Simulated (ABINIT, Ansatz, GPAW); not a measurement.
# One calculation of TiO, 3 ways

```
Ti O
1.0
     2.85161    0.00000    0.00000
    -1.42580    2.46956    0.00000
     0.00000    0.00000    5.56750
Ti O
2 2
Direct
  0.66667 0.33333 0.75000
  0.33333 0.66667 0.25000
  0.00000 0.00000 0.50000
  0.00000 0.00000 0.00000
```

The cell comes from a database or a generator and needn't be the stable form of this composition.

Alike in all runs: task single point; functional PBEsol; k mesh 11 × 11 × 5; occupations fermi-dirac, width 0.05 eV; no spin polarisation; no spin-orbit coupling. Pressure is positive in compression and, in plane waves, holds the error of the finite cutoff, which Ansatz's Pulay term estimates and takes out.

| program and potentials | plane-wave cutoff (eV) | notes | pressure (GPa) |
| --- | --- | --- | --- |
| Ansatz, Ansatz PAW | 420 | potentials made for PBE, which Ansatz adapts in part; Pulay term of +0.66 GPa included | -10.01 |
| ABINIT, PseudoDojo NC SR PBEsol v0.4.1 standard | 1143 | - | -10.44 |
| GPAW, PAW data sets generated for this functional | 800 | - | -8.86 |

The pressure spans -10.44 (ABINIT, PseudoDojo NC SR PBEsol v0.4.1 standard) to -8.86 GPa (GPAW, PAW data sets generated for this functional). The cell lies far from this level's equilibrium.

The functional is the same throughout but for its coding, so the spread measures potentials, basis and numerics; runs on potential files found faulty are left out.
